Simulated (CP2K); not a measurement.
# GaSb (F-43m) in CP2K: reference runs, part 2 of 2

CP2K 2026.2. The steps go on from the part before.

## (4) Against experiment

Step 2. Measured gap of GaSb: 0.811 eV (direct; 4.2 K; a printed reference work, data compilation). This calculation gives 0.08 eV (-0.73 eV). Spin-orbit coupling on Ga, Sb is left out. The value is that of PBE in an atomic basis (POTENTIAL_UZH Sb GTH-PBE-q5, Ga GTH-PBE-q13; TZVP-MOLOPT-PBE-GTH basis), whose error adds to the functional's, on a finite k mesh, which can miss the band edges, without temperature or zero-point motion. Semilocal functionals fall short of measured gaps as a rule.
